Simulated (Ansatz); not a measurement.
# Ru under compression and expansion

```yaml
crystal:
  lattice:
    - [0.00000, 2.72699, 2.72699]
    - [2.72699, 0.00000, 2.72699]
    - [2.72699, 2.72699, 0.00000]
  atoms:
    - { symbol: Ru, position: [0.00000, 0.00000, 0.00000] }
    - { symbol: Ru, position: [0.25000, 0.25000, 0.25000] }
```

The structure comes from a relaxation in the same program, started in the diamond type, and has space group Fd-3m. Whether it is a known phase or the ground state wasn't checked.

All numbers are computed: DFT, PBE, all-electron LAPW, scalar-relativistic (Ansatz 0.2.0); DFT, PBE, PAW with Ansatz's default frozen-core files, scalar-relativistic (Ansatz 0.2.0).

For LAPW: a Γ-centred 10×10×10 k mesh, Fermi–Dirac smearing of 0.03 eV, basis error target 0.5 meV/atom, no spin polarisation. PAW takes a cutoff of 420 eV at this cell. The Ansatz runs share mesh, smearing and spin set-up. Plane-wave (PAW) pressures include the program's estimate of the Pulay term.

The cell above is scaled evenly, with fractional coordinates and shape held.

```tsv
V/V(cell)	V (Å³/atom)	P, LAPW (GPa)	P, PAW (GPa)	free energy over the lowest listed, PAW (meV/atom)
0.9405	19.072	11.64	11.62	41.3
0.9800	19.874	?	?	?
1.0000	20.279	0.02	0.01	0.0
1.0200	20.685	-3.08	-3.08	4.0
1.0600	21.496	-8.29	-8.29	33.3
```

Problem. Fill in the row V/V(cell) = 0.9800.

Solution. P, LAPW (GPa) = 3.49, P, PAW (GPa) = 3.48, free energy over the lowest listed, PAW (meV/atom) = 4.3.

Problem. What do Birch–Murnaghan fits to the pressures give?

Solution. LAPW: V0 = 20.28 Å³/atom, B0 = 164 GPa, B0′ = 4.7; PAW: V0 = 20.28 Å³/atom, B0 = 164 GPa, B0′ = 4.7.

PAW's V0 lies 0.00 % from the all-electron value and its B0 -0.1 %. Symmetry fixes shape and coordinates here, so this is the relaxed modulus.
